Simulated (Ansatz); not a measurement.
# BaTe: band gap under strain

How does strain move the band edges of BaTe built on the rocksalt prototype, and do the functionals agree on it? States: no strain; +1.0 % biaxial strain in the (111) plane, free along [111]; +5.0 % equal strain in all directions.

Code: Ansatz 0.2.0. PAW datasets, plane waves. Spin-unpolarised throughout; all numbers are computed.

## (1) Starting point

The unstrained cell was relaxed with r2SCAN; in each strained cell the atoms were relaxed again with r2SCAN. Names of k-points are those of the unstrained zone, where strain can split equivalent points. First state: no strain.

The symmetry is Fm-3m (No. 225, cubic); conventional cell a = 7.065 Å, 44.08 Å³ an atom. Near Ba stand 6 Te at 3.53 Å; near Te stand 6 Ba at 3.53 Å.

The structure in full:

```cif
data_structure
_symmetry_space_group_name_H-M 'Fm-3m'
_symmetry_Int_Tables_number 225
_cell_length_a 7.0648
_cell_length_b 7.0648
_cell_length_c 7.0648
_cell_angle_alpha 90.000
_cell_angle_beta 90.000
_cell_angle_gamma 90.000
_cell_volume 352.61
loop_
_atom_site_label
_atom_site_type_symbol
_atom_site_symmetry_multiplicity
_atom_site_Wyckoff_symbol
_atom_site_fract_x
_atom_site_fract_y
_atom_site_fract_z
_atom_site_occupancy
Ba1 Ba 4 a 0.00000 0.00000 0.00000 1
Te1 Te 4 b 0.50000 0.00000 0.00000 1
```

## (2) No strain: PBE

Input file input.yaml:

```yaml
crystal:
  lattice:
    - [0.0, 3.5323868452, 3.5323868452]
    - [3.5323868452, 0.0, 3.5323868452]
    - [3.5323868452, 3.5323868452, 0.0]
  atoms:
    - { symbol: Ba, position: [0.0, 0.0, 0.0] }
    - { symbol: Te, position: [0.5, 0.5, 0.5] }
kpoints:
  mp_grid: { grid: [6, 6, 6] }
  band_path:
    path:
      - [0.0, 0.0, 0.0]
      - [0.5, 0.0, 0.5]
      - [0.625, 0.25, 0.625]
      - [0.375, 0.375, 0.75]
      - [0.5, 0.5, 0.5]
      - [0.5, 0.25, 0.75]
      - [0.0, 0.5, 0.5]
    npoints: 1
hamiltonian:
  xc: pbe
scf:
  occupations: { method: fermi_dirac, width: 0.02 }
  n_extra_bands: 4
output:
  forces: true
  stress: true
  eigenvalues: true
```

Started as:

```bash
> ansatz run input.yaml --threads 2 --pin off --max-ram 2211MiB --backend cpu --events-out ev --progress --plain --runs-dir out
```

Further steps of the session: No strain: r2SCAN; No strain: HSE06; No strain: G0W0@PBE; +1.0 % biaxial strain in the (111) plane, free along [111]: PBE; +1.0 % biaxial strain in the (111) plane, free along [111]: r2SCAN; +1.0 % biaxial strain in the (111) plane, free along [111]: HSE06; +1.0 % biaxial strain in the (111) plane, free along [111]: G0W0@PBE; +5.0 % equal strain in all directions: PBE; +5.0 % equal strain in all directions: r2SCAN; +5.0 % equal strain in all directions: HSE06; +5.0 % equal strain in all directions: G0W0@PBE.

**Question.** What will these runs give?

The runs gave:

Least gap in eV (negative: overlap), with the change from the unstrained cell in brackets. G0W0 is on its own coarse mesh.

| state | volume change (%) | PBE | r2SCAN | HSE06 | G0W0 |
| --- | --- | --- | --- | --- | --- |
| no strain | +0.0 | 1.65 | 2.00 | 2.35 | 2.68 |
| +1.0 % biaxial strain in the (111) plane, free along [111] | +1.0 | 1.63 (-0.02) | 1.98 (-0.02) | 2.32 (-0.03) | 2.66 (-0.02) |
| +5.0 % equal strain in all directions | +15.8 | 1.87 (+0.22) | 2.22 (+0.22) | 2.58 (+0.23) | 2.98 (+0.30) |

In words: With HSE06, of the states in the table +5.0 % equal strain in all directions shifts the gap most, by +0.229 eV. PBE and HSE06 differ by 0.69 eV on the unstrained gap, and by at most 0.01 eV on its change: the two disagree on the size of the gap but agree on its response to strain. Spin-orbit coupling is left out of the table, though the cell holds Ba (Z = 56). No extrapolation in bands, cutoff or mesh was made for G0W0.
